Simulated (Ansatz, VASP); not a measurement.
# Cross-check of Si54H14O5F4 (HO:Si(111) with 4 of its OH changed to F) between VASP and Ansatz

One calculation is typed for both programs; each brings its own data sets. How far apart do they land? The cell is taken from a series of runs on this material, whose earlier steps may have relaxed, scaled, displaced or heated it; both programs get it as it stands.

Main program and level: Ansatz 0.2.0; plane waves, with VASP 6.6.1 beside it; single point at PBE.

## (1) The structure

The cell holds 77 atoms: 54 Si, 14 H, 5 O and 4 F. Its edges and angles: a = 11.604 Å, b = 11.604 Å, c = 26.701 Å, α = 90.0°, β = 90.0°, γ = 120.0°. It derives from Si (HO:Si(111)). As first built, before any earlier steps moved the atoms (in the runner's words): diamond Si(111), 3 x 3 cells, three bilayers, OH on the upper face and H on the lower (lattice constants typed as starting values near PBE's), lower atoms held; 4 top OH groups nearest the cell's middle replaced by F, eased by MACE. Vacuum lies along c.

## (2) VASP: single point, PBE, pair 1

A single point gives forces, pressure and levels at one fixed geometry, so differences don't come from the geometry; what else differs is listed under the comparison.

Lines of VASP's logs that name or quote its potential files are left out, and so is its time.

INCAR

```
SYSTEM = Si54H14O5F4
PREC = Accurate
ENCUT = 520
EDIFF = 1E-06
NELM = 120
ISMEAR = -1
SIGMA = 0.025
LREAL = Auto
ALGO = Normal
GGA = PE
NBANDS = 200
LORBIT = 11
LWAVE = .FALSE.
LCHARG = .FALSE.
ISIF = 2
LASPH = .TRUE.
GGA_COMPAT = .FALSE.
EFERMI = MIDGAP
NCORE = 2
```

POSCAR

```
Si54H14O5F4
1.0
   11.6036200000      0.0000000000      0.0000000000
   -5.8018100000     10.0490300000      0.0000000000
    0.0000000000      0.0000000000     26.7011300000
Si H O F
54 14 5 4
Direct
    0.0000000000      0.0000000000      0.0928800000
    0.2222200000      0.1111100000      0.1224500000
    0.2219200000      0.1106800000      0.2097500000
    0.1110100000      0.2220100000      0.2380100000
    0.1096900000      0.2212200000      0.3258600000
    0.0010300000      0.9990200000      0.3544000000
    0.0000000000      0.3333300000      0.0928800000
    0.2222200000      0.4444400000      0.1224500000
    0.2224600000      0.4443100000      0.2098500000
    0.1112500000      0.5555300000      0.2377500000
    0.1104800000      0.5547300000      0.3254800000
    0.0001200000      0.3330900000      0.3543000000
    0.0000000000      0.6666700000      0.0928800000
    0.2222200000      0.7777800000      0.1224500000
    0.2221900000      0.7777500000      0.2097000000
    0.1113400000      0.8886800000      0.2383600000
    0.1116500000      0.8882500000      0.3263300000
    0.9999900000      0.6651600000      0.3541500000
    0.3333300000      0.0000000000      0.0928800000
    0.5555600000      0.1111100000      0.1224500000
    0.5558100000      0.1109800000      0.2095700000
    0.4445500000      0.2221500000      0.2372400000
    0.4439100000      0.2211500000      0.3248200000
    0.3347600000      0.9998100000      0.3541100000
    0.3333300000      0.3333300000      0.0928800000
    0.5555600000      0.4444400000      0.1224500000
    0.5554600000      0.4445400000      0.2096100000
    0.4445900000      0.5554300000      0.2384300000
    0.4444600000      0.5554900000      0.3267100000
    0.3326400000      0.3316300000      0.3527800000
    0.3333300000      0.6666700000      0.0928800000
    0.5555600000      0.7777800000      0.1224500000
    0.5557500000      0.7775600000      0.2098400000
    0.4444600000      0.8887300000      0.2376600000
    0.4451200000      0.8893600000      0.3253400000
    0.3327700000      0.6671900000      0.3531400000
    0.6666700000      0.0000000000      0.0928800000
    0.8888900000      0.1111100000      0.1224500000
    0.8889200000      0.1110900000      0.2096800000
    0.7778400000      0.2221600000      0.2377200000
    0.7781400000      0.2217100000      0.3253900000
    0.6665900000      0.9997100000      0.3543000000
    0.6666700000      0.3333300000      0.0928800000
    0.8888900000      0.4444400000      0.1224500000
    0.8890500000      0.4442000000      0.2095800000
    0.7778600000      0.5554800000      0.2372100000
    0.7787600000      0.5560200000      0.3247600000
    0.6667600000      0.3332300000      0.3519200000
    0.6666700000      0.6666700000      0.0928800000
    0.8888900000      0.7777800000      0.1224500000
    0.8893400000      0.7781400000      0.2097600000
    0.7780200000      0.8890300000      0.2380600000
    0.7787400000      0.8903100000      0.3259300000
    0.6683200000      0.6672900000      0.3527800000
    0.0000000000      0.0000000000      0.0374500000
    0.9685400000      0.0327600000      0.4359700000
    0.0000000000      0.3333300000      0.0374500000
    0.9872800000      0.3876300000      0.4351900000
    0.0000000000      0.6666700000      0.0374500000
    0.9611200000      0.6936000000      0.4355700000
    0.3333300000      0.0000000000      0.0374500000
    0.3060600000      0.0379600000      0.4356000000
    0.3333300000      0.3333300000      0.0374500000
    0.3333300000      0.6666700000      0.0374500000
    0.6666700000      0.0000000000      0.0374500000
    0.6099700000      0.0107000000      0.4350400000
    0.6666700000      0.3333300000      0.0374500000
    0.6666700000      0.6666700000      0.0374500000
    0.0094200000      0.9908800000      0.4171000000
    0.0064800000      0.3268300000      0.4168900000
    0.0011000000      0.6509500000      0.4166900000
    0.3492200000      0.9986200000      0.4166600000
    0.6722900000      0.9933500000      0.4169000000
    0.3330400000      0.3253100000      0.4140300000
    0.3327100000      0.6676900000      0.4143000000
    0.6680600000      0.3320700000      0.4133300000
    0.6746600000      0.6667800000      0.4140300000
```

KPOINTS

```
Automatic mesh
0
Gamma
1 1 1
0 0 0
```

PAW data sets: Si, H, O and F (PBE family, release 64).

Launch:

```sh
> mpirun -np 8 vasp_gam
```

Numbers of over 12 decimals in the logs are rounded to 6 here.

Log:

```text
[banner, memory and clock lines left out]
running    8 mpi-ranks, on    1 nodes
[...]
LDA part: xc-table for (Slater+PW92), standard interpolation
 POSCAR, INCAR and KPOINTS ok, starting setup
[...]
entering main loop
       N       E                     dE             d eps       ncg     rms          rms(c)
DAV:   1     0.202132457870E+04    0.20213E+04   -0.11607E+05   400   0.116E+03
DAV:   2    -0.106336663430E+03   -0.21277E+04   -0.20119E+04   488   0.232E+02
DAV:   3    -0.399378050161E+03   -0.29304E+03   -0.28884E+03   520   0.855E+01
DAV:   4    -0.410477567064E+03   -0.11100E+02   -0.11035E+02   488   0.187E+01
[...]
DAV:  32    -0.391698396016E+03   -0.13547E-05   -0.62077E-08   272   0.634E-04    0.376E-04
DAV:  33    -0.391698397443E+03   -0.14269E-05   -0.45507E-08   304   0.518E-04    0.349E-04
DAV:  34    -0.391698397813E+03   -0.37058E-06   -0.64890E-09   272   0.276E-04
   1 F= -.39169840E+03 E0= -.39169840E+03  d E =-.263022E-08
```

From OUTCAR (step 2):

```text
  FREE ENERGIE OF THE ION-ELECTRON SYSTEM (eV)
  ---------------------------------------------------
  free  energy   TOTEN  =      -391.6983978134 eV

  energy  without entropy=     -391.6983978107  energy(sigma->0) =     -391.69839781

[... 1 further part left out ...]
```

## (3) Ansatz: single point, PBE, pair 1

Ansatz runs on its default PAW (the set named soft_2) files.

The same cell, functional, mesh and smearing now go to Ansatz, which takes its cutoff from its data sets.

input.yaml

```yaml
crystal:
  lattice:
    - [11.60362, 0.0, 0.0]
    - [-5.80181, 10.04903, 0.0]
    - [0.0, 0.0, 26.70113]
  atoms:
    - { symbol: Si, position: [0.0, 0.0, 0.09288] }
    - { symbol: Si, position: [0.22222, 0.11111, 0.12245] }
    - { symbol: Si, position: [0.22192, 0.11068, 0.20975] }
    - { symbol: Si, position: [0.11101, 0.22201, 0.23801] }
    - { symbol: Si, position: [0.10969, 0.22122, 0.32586] }
    - { symbol: Si, position: [0.00103, 0.99902, 0.3544] }
    - { symbol: Si, position: [1.0, 0.33333, 0.09288] }
    - { symbol: Si, position: [0.22222, 0.44444, 0.12245] }
    - { symbol: Si, position: [0.22246, 0.44431, 0.20985] }
    - { symbol: Si, position: [0.11125, 0.55553, 0.23775] }
    - { symbol: Si, position: [0.11048, 0.55473, 0.32548] }
    - { symbol: Si, position: [0.00012, 0.33309, 0.3543] }
    - { symbol: Si, position: [1.0, 0.66667, 0.09288] }
    - { symbol: Si, position: [0.22222, 0.77778, 0.12245] }
    - { symbol: Si, position: [0.22219, 0.77775, 0.2097] }
    - { symbol: Si, position: [0.11134, 0.88868, 0.23836] }
    - { symbol: Si, position: [0.11165, 0.88825, 0.32633] }
    - { symbol: Si, position: [0.99999, 0.66516, 0.35415] }
    - { symbol: Si, position: [0.33333, 0.0, 0.09288] }
    - { symbol: Si, position: [0.55556, 0.11111, 0.12245] }
    - { symbol: Si, position: [0.55581, 0.11098, 0.20957] }
    - { symbol: Si, position: [0.44455, 0.22215, 0.23724] }
    - { symbol: Si, position: [0.44391, 0.22115, 0.32482] }
    - { symbol: Si, position: [0.33476, 0.99981, 0.35411] }
    - { symbol: Si, position: [0.33333, 0.33333, 0.09288] }
    - { symbol: Si, position: [0.55556, 0.44444, 0.12245] }
    - { symbol: Si, position: [0.55546, 0.44454, 0.20961] }
    - { symbol: Si, position: [0.44459, 0.55543, 0.23843] }
    - { symbol: Si, position: [0.44446, 0.55549, 0.32671] }
    - { symbol: Si, position: [0.33264, 0.33163, 0.35278] }
    - { symbol: Si, position: [0.33333, 0.66667, 0.09288] }
    - { symbol: Si, position: [0.55556, 0.77778, 0.12245] }
    - { symbol: Si, position: [0.55575, 0.77756, 0.20984] }
    - { symbol: Si, position: [0.44446, 0.88873, 0.23766] }
    - { symbol: Si, position: [0.44512, 0.88936, 0.32534] }
    - { symbol: Si, position: [0.33277, 0.66719, 0.35314] }
    - { symbol: Si, position: [0.66667, 0.0, 0.09288] }
    - { symbol: Si, position: [0.88889, 0.11111, 0.12245] }
    - { symbol: Si, position: [0.88892, 0.11109, 0.20968] }
    - { symbol: Si, position: [0.77784, 0.22216, 0.23772] }
    - { symbol: Si, position: [0.77814, 0.22171, 0.32539] }
    - { symbol: Si, position: [0.66659, 0.99971, 0.3543] }
    - { symbol: Si, position: [0.66667, 0.33333, 0.09288] }
    - { symbol: Si, position: [0.88889, 0.44444, 0.12245] }
    - { symbol: Si, position: [0.88905, 0.4442, 0.20958] }
    - { symbol: Si, position: [0.77786, 0.55548, 0.23721] }
    - { symbol: Si, position: [0.77876, 0.55602, 0.32476] }
    - { symbol: Si, position: [0.66676, 0.33323, 0.35192] }
    - { symbol: Si, position: [0.66667, 0.66667, 0.09288] }
    - { symbol: Si, position: [0.88889, 0.77778, 0.12245] }
    - { symbol: Si, position: [0.88934, 0.77814, 0.20976] }
    - { symbol: Si, position: [0.77802, 0.88903, 0.23806] }
    - { symbol: Si, position: [0.77874, 0.89031, 0.32593] }
    - { symbol: Si, position: [0.66832, 0.66729, 0.35278] }
    - { symbol: H, position: [0.0, 0.0, 0.03745] }
    - { symbol: O, position: [0.00942, 0.99088, 0.4171] }
    - { symbol: H, position: [0.96854, 0.03276, 0.43597] }
    - { symbol: H, position: [1.0, 0.33333, 0.03745] }
    - { symbol: O, position: [0.00648, 0.32683, 0.41689] }
    - { symbol: H, position: [0.98728, 0.38763, 0.43519] }
    - { symbol: H, position: [1.0, 0.66667, 0.03745] }
    - { symbol: O, position: [0.0011, 0.65095, 0.41669] }
    - { symbol: H, position: [0.96112, 0.6936, 0.43557] }
    - { symbol: H, position: [0.33333, 0.0, 0.03745] }
    - { symbol: O, position: [0.34922, 0.99862, 0.41666] }
    - { symbol: H, position: [0.30606, 0.03796, 0.4356] }
    - { symbol: H, position: [0.33333, 0.33333, 0.03745] }
    - { symbol: F, position: [0.33304, 0.32531, 0.41403] }
    - { symbol: H, position: [0.33333, 0.66667, 0.03745] }
    - { symbol: F, position: [0.33271, 0.66769, 0.4143] }
    - { symbol: H, position: [0.66667, 0.0, 0.03745] }
    - { symbol: O, position: [0.67229, 0.99335, 0.4169] }
    - { symbol: H, position: [0.60997, 0.0107, 0.43504] }
    - { symbol: H, position: [0.66667, 0.33333, 0.03745] }
    - { symbol: F, position: [0.66806, 0.33207, 0.41333] }
    - { symbol: H, position: [0.66667, 0.66667, 0.03745] }
    - { symbol: F, position: [0.67466, 0.66678, 0.41403] }
kpoints:
  mp_grid: { grid: [1, 1, 1] }
hamiltonian:
  xc: pbe
scf:
  occupations: { method: fermi_dirac, width: 0.025 }
output:
  forces: true
```

Launch:

```sh
> ansatz run input.yaml --threads 6 --pin off --max-ram 102400MiB --backend cuda --events-out ev --progress --plain --runs-dir out
```

Log:

```text
Engine: ansatz 0.2.0, x86_64-unknown-linux-gnu
Pseudopotentials: kind: paw
Pseudopotential: Si, paw, valence charge 4, recommended cutoff 420 eV (normal), Si.paw.azcp
Pseudopotential: H, paw, valence charge 1, recommended cutoff 420 eV (normal), H.paw.azcp
Pseudopotential: O, paw, valence charge 6, recommended cutoff 420 eV (normal), O.paw.azcp
Pseudopotential: F, paw, valence charge 7, recommended cutoff 420 eV (normal), F.paw.azcp
Functional definition: PBE
  parameter kappa = 0.804
  parameter beta = 0.066725
  exchange = pbe_x(kappa = kappa, mu = beta*pi^2/3)
  correlation = pbe_c(beta = beta)
device memory: the entry about to start is reckoned to put 4.7 GiB on a device that reports 23.5 GiB free
GPU FFT provider: cuFFT
GPU libraries: cuBLAS 13.8.2, cuFFT 12.4.0, cuSOLVER 12.3.4
Crystal: 77 atoms, lattice volume = 3113.489 Å³
Basis set: ecut = 420 eV, 60827 PW (Γ), exchange–correlation on 160×160×360 points (8 copies of the dense FFT grid, shifted against one another)
Bands: 221, of which v1, the nominal top of the filled ones, is band 144 counted from 1 (143 counted from 0)
Symmetry: 1 space group operations
Space group: P1 (ITA 1), of the structure as read, at distance tolerance 1.5e-4 Å
k-points: 1
Non-local potential: Si, projectors of the file, l = 0: 2, l = 1: 2, l = 2: 2
Non-local potential: H, projectors of the file, l = 0: 2, l = 1: 1
Non-local potential: O, projectors of the file, l = 0: 2, l = 1: 2, l = 2: 1
Non-local potential: F, projectors of the file, l = 0: 2, l = 1: 2, l = 2: 1
PAW form: soft (Blöchl's): semilocal exchange-correlation on the pseudo side does not see the compensation charge
PAW one-centre angular grid: Si, 110 points (default); XC on 64 Gauss nodes
PAW one-centre angular grid: H, 110 points (default); XC on 64 Gauss nodes
PAW one-centre angular grid: O, 110 points (default); XC on 64 Gauss nodes
PAW one-centre angular grid: F, 110 points (default); XC on 64 Gauss nodes
Initial density: superposition of atomic densities (neutral atoms: chi_scale 0, normalization atom), corrected by the library's trained network
Initial wavefunctions: pseudopotential atomic-orbital guess
GPU buffer pool allocated for 1152000 grid points (all kernels)
GPU transforms: local potential and band sums: pruned to the plane-wave sphere, on 80×80×180
Functional: x = pbe(κ = 0.804, μ = 0.219515), c = pbe(β = 0.066725)
SCF iter   1: F=—  HF=-40622.596830 eV  |F-HF|=—  |Δ(HF+E_count)|=         —  Δρ=2.96e-3  dr2=8.66e-1  ethr=1.77e-3  ⟨swp⟩=8.0  Hψ=1211  notcnv=0  defer=28
preconditioner: auto → Resta (q_TF=auto, 1.835 Å⁻¹)  ε∞=2.7  [insulator: Δε(μ)=1.114 eV  Ē_g=8.414 eV  σ=0.025 eV  W_gap=1.00  n_scr=332 (ndim 8)  ℏωp=10.9 eV  f_vac=0.546  D(μ)=0.00/eV (n_scr^D=0)  ε∞_Penn≈2.7  vacuum switching on, ρ_ref=5.1e-3 e/Å³]
SCF iter   2: F=—  HF=-40622.479353 eV  |F-HF|=—  |Δ(HF+E_count)|=   1.17e-1  Δρ=1.71e-3  dr2=1.25e-1  ethr=3.01e-4  ⟨swp⟩=3.0  Hψ=283  notcnv=0  defer=63
SCF iter   3: F=—  HF=-40622.472097 eV  |F-HF|=—  |Δ(HF+E_count)|=   7.26e-3  Δρ=8.18e-4  dr2=3.02e-2  ethr=4.33e-5  ⟨swp⟩=3.0  Hψ=284  notcnv=0  defer=9
automatic band count: iteration 3 solves 167 bands in place of 221: the levels show a gap, and the empty bands left out lie too high to hold charge; the band table lists the bands solved (type scf.n_extra_bands for more)
SCF iter   4: F=—  HF=-40622.475105 eV  |F-HF|=—  |Δ(HF+E_count)|=   3.01e-3  Δρ=2.62e-4  dr2=6.67e-3  ethr=1.05e-5  ⟨swp⟩=2.0  Hψ=298  notcnv=0  defer=9
SCF iter   5: F=—  HF=-40622.476180 eV  |F-HF|=—  |Δ(HF+E_count)|=   1.08e-3  Δρ=8.54e-5  dr2=3.95e-4  ethr=2.32e-6  ⟨swp⟩=2.0  Hψ=292  notcnv=0  defer=9
SCF iter   6: F=—  HF=-40622.476418 eV  |F-HF|=—  |Δ(HF+E_count)|=   2.38e-4  Δρ=5.57e-5  dr2=1.22e-4  ethr=1.37e-7  ⟨swp⟩=2.0  Hψ=295  notcnv=0  defer=9
SCF iter   7: F=—  HF=-40622.476462 eV  |F-HF|=—  |Δ(HF+E_count)|=   4.35e-5  Δρ=2.21e-5  dr2=2.18e-5  ethr=4.23e-8  ⟨swp⟩=2.0  Hψ=298  notcnv=0  defer=9
SCF iter   8: F=—  HF=-40622.474428 eV  |F-HF|=—  |Δ(HF+E_count)|=   2.03e-3  Δρ=7.41e-6  dr2=1.30e-6  ethr=7.56e-9  ⟨swp⟩=2.0  Hψ=311  notcnv=0  defer=9
SCF iter   9: F=—  HF=-40622.474429 eV  |F-HF|=—  |Δ(HF+E_count)|=   8.43e-7  Δρ=3.22e-6  dr2=2.34e-7  ethr=4.52e-10  ⟨swp⟩=2.0  Hψ=298  notcnv=0  defer=9
SCF iter  10: F=-40622.474429 eV  HF=-40622.474429 eV  |F-HF|=2.94e-8  |Δ(HF+E_count)|=   1.29e-7  Δρ=1.50e-6  dr2=5.34e-8  ethr=3.47e-11  ⟨swp⟩=5.0  Hψ=701  notcnv=0
SCF 1 converged in 10 iterations: F = -40622.474429 eV  dr2 = 5.34e-8
  greatest PAW one-centre occupation: 0.932 electrons in one spin orbital (limit 2), on the F atom at site 69 (counted from 0), in its partial waves of l = 0
SCF converged after 10 iterations
Free energy (F): -40622.474429 eV
Harris-Foulkes:  -40622.474429 eV  (|F-HF|=2.94e-8)
Internal energy: -40622.474429 eV  (E = F + TS)
E sigma→0 (E₀):  -40622.474429 eV
Fermi energy:    -0.207469 eV
--- Per-component energies (eV) ---
  E_band       = -1973.613693
  E_kinetic    = 4102.037987
  E_local      = -102675.579250  (includes V_loc(G=0)·N_el)
  E_nonlocal   = 1951.899729
  E_hartree    = 49400.312399
  E_xc         = -3788.267800
  E_vxc        = -3558.354287  (∫ρ·V_xc dr)
  E_paw        = -29298.417879  (= ΣΔE_a)
  E_vpaw       = -594.255310  (= ΣTr[D̂ρ^β])
  E_aug_tail   = 0.003785  (compensation charges beyond the density's cutoff)
  E_ewald      = 39685.536601
  E_smearing   = -0.000000  (= −TS)
  E_closure    = -0.000000  (closes the sum)
  Σ components = -40622.474429   (vs F -40622.474429, Δ=0.00e0)
--- Forces (eV/Å), atoms counted from 1 ---
  atom   1  Si     0.00014105    -0.00043946     0.70601678
  atom   2  Si    -0.01334824    -0.01510421    -0.49981818
  atom   3  Si     0.00052578     0.00123635    -0.00439596
  atom   4  Si     0.00063751    -0.00123913     0.00391904
  atom   5  Si     0.00477260     0.00155086     0.05892876
  atom   6  Si    -0.00475755     0.00139973     0.06363676
  atom   7  Si    -0.00919898    -0.00139096     0.72175202
  atom   8  Si     0.01929377     0.00441023    -0.47969192
  atom   9  Si    -0.00137209     0.00202794    -0.00829135
  atom  10  Si     0.00100276    -0.00059609     0.00662758
  atom  11  Si     0.00401907     0.00260723     0.05361895
  atom  12  Si    -0.00224752     0.00246299     0.06855475
  atom  13  Si     0.00147176    -0.00017095     0.71374663
  atom  14  Si    -0.01263117     0.00512678    -0.50772762
  atom  15  Si     0.00332437    -0.00198245    -0.00890948
  atom  16  Si    -0.00257524     0.00163006    -0.00151533
  atom  17  Si     0.00155373    -0.00158227     0.07109265
  atom  18  Si    -0.00581939    -0.00214665     0.04696479
  atom  19  Si     0.00065551    -0.00045145     0.71415702
  atom  20  Si     0.00223435    -0.00831420    -0.53811594
  atom  21  Si    -0.00113115    -0.00076930    -0.00879207
  atom  22  Si    -0.00177950     0.00135258     0.00619485
  atom  23  Si    -0.00040161     0.00353935     0.05392425
  atom  24  Si    -0.00079784     0.01059359     0.05884657
[...]
atom  70  F     -0.00033507     0.00020190     0.00475762
  atom  71  H      0.00271418    -0.00684961    -0.37105952
  atom  72  O      0.00261877    -0.00141065     0.03626233
  atom  73  H     -0.00248434    -0.00182317     0.02024471
  atom  74  H     -0.00366599     0.00243040    -0.37040472
  atom  75  F     -0.00340299     0.00344485     0.03067370
  atom  76  H      0.00484316     0.00278239    -0.37292254
  atom  77  F     -0.00117731    -0.00252521     0.02012628
  max |Σ_I F_I| component: 3.23e-5 eV/Å
```

Reading the cycles: dr2 is the Hartree energy of the density residual (eV), the measure of convergence; HF is the Harris–Foulkes estimate of the energy, which meets the free energy F at convergence.

## (4) Comparison

Known differences besides the potentials themselves: the cutoff is 420 eV in Ansatz and 520 eV in VASP (PREC = Accurate, projectors in real space). Total energies have different zeros and are not compared.

The two programs side by side:

| quantity | Ansatz | VASP | difference |
| --- | --- | --- | --- |
| gap on the k mesh (eV) | 1.056 | 1.059 | -0.002 |

Forces on 10 of the 77 atoms, those with the largest forces and the largest differences (eV/Å; atoms numbered as in POSCAR):

| atom | Ansatz x, y, z | VASP x, y, z |
| --- | --- | --- |
| Si7 | -0.009, -0.001, 0.722 | -0.009, -0.001, 0.710 |
| Si13 | 0.001, 0.000, 0.714 | 0.002, 0.000, 0.702 |
| Si19 | 0.001, 0.000, 0.714 | 0.001, -0.001, 0.703 |
| Si25 | 0.001, 0.005, 0.714 | 0.001, 0.005, 0.702 |
| Si31 | -0.002, 0.001, 0.722 | -0.002, 0.001, 0.711 |
| Si36 | 0.007, -0.005, 0.088 | 0.007, -0.005, -0.113 |
| Si37 | -0.003, 0.009, 0.722 | -0.003, 0.009, 0.710 |
| Si43 | 0.005, -0.003, 0.726 | 0.005, -0.003, 0.714 |
| Si54 | -0.006, -0.003, 0.072 | -0.016, -0.003, -0.123 |
| F75 | 0.000, 0.000, 0.005 | -0.001, 0.000, 0.204 |

The forces differ by 42 meV/Å r.m.s., which is 22.1 % of the r.m.s. force of 0.190 eV/Å (both taken over all components). A gap on the mesh is an upper bound, since the band edges may lie between its points. With vacuum in the cell, a pressure given here is an average over mostly empty space and none of the material.

(Part 1 of 3 ends here.)

[Lines on the potential files, build, host, timing and source positions are cut from VASP's logs without a mark.]

[Logs are printed without paths, hosts, clocks, repeated set-up lines and the standing remarks that a program may print on its own settings, such as how far it seeks lower states.]

[Hosts, paths, dates, database ids (printed as entryN), source tags and the programs' standing remarks are cut or masked in the printed files.]
